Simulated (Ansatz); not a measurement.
InSe (started from an entry of an open crystallographic database), relaxed with r2SCAN+rVV10 in the PAW code Ansatz. Space group R3m (No. 160), trigonal; a = 4.021 Å, c = 25.232 Å in the conventional setting, 29.44 Å³ an atom. Around In lie 3 Se at 2.64 Å and 1 In at 2.79 Å; around Se lie 3 In at 2.64 Å.

The axes x, y and z are those of this cell:
```xyz
4
Lattice="2.0106 1.1608 8.4107 -2.0106 1.1608 8.4107 0.0000 -2.3216 8.4107" Properties=species:S:1:pos:R:3 pbc="T T T"
In    0.0000    0.0000    0.0120
In    0.0000    0.0000    2.7975
Se    0.0000    0.0000   15.5671
Se    0.0000    0.0000   20.8844
```

Unstrained: With PBE the gap is 0.399 eV and direct, at T. The r2SCAN gap is direct at T: 0.822 eV. HSE06 gives a direct gap of 1.135 eV at T. Meshes: PBE 8×8×8, r2SCAN 8×8×8, HSE06 6×6×6. Strains are changes of length per length. After each strain the atoms were relaxed again with r2SCAN+rVV10 within the symmetry that the strain leaves, so tilts or polar shifts that break it weren't tested; points keep the names that they have in the unstrained zone. Spin-unpolarised throughout; all numbers are computed.

(1) Estimate what uniaxial -3.4 % along z, other directions held does to the gap.

(2) Apply biaxial +2.35 % in x and y, z held. How far does the gap move, against the unstrained cell?

(3) Apply uniaxial +4.88 % along y, other directions held. How far does the gap move, against the unstrained cell?

(4) Estimate what isotropic +1.55 % on every length does to the gap.

(5) Order the strained cells by their HSE06 gap, smallest first.
A. biaxial +2.35 % in x and y, z held
B. uniaxial +4.88 % along y, other directions held
C. isotropic +1.55 % on every length
D. uniaxial -3.4 % along z, other directions held

Answers

(1) PBE: the gap goes from 0.399 to 0.234 eV (-0.165 eV). r2SCAN: the gap goes from 0.822 to 0.646 eV (-0.176 eV). HSE06: the gap goes from 1.135 to 0.949 eV (-0.186 eV).

(2) PBE: the gap goes from 0.399 to 0.089 eV (-0.310 eV); so small a gap is at the limit of these settings. r2SCAN: the gap goes from 0.822 to 0.472 eV (-0.350 eV). HSE06: the gap goes from 1.135 to 0.768 eV (-0.367 eV).

(3) PBE: the gap goes from 0.399 to 0.071 eV (-0.328 eV); so small a gap is at the limit of these settings. r2SCAN: the gap goes from 0.822 to 0.444 eV (-0.378 eV). HSE06: the gap goes from 1.135 to 0.739 eV (-0.396 eV).

(4) PBE: the gap goes from 0.399 to 0.271 eV (-0.128 eV). r2SCAN: the gap goes from 0.822 to 0.677 eV (-0.145 eV). HSE06: the gap goes from 1.135 to 0.984 eV (-0.151 eV).

(5) B (0.74 eV), A (0.77 eV), D (0.95 eV), C (0.98 eV).

Spin-orbit coupling is left out, which matters wherever the heavy atoms make up the band edges.
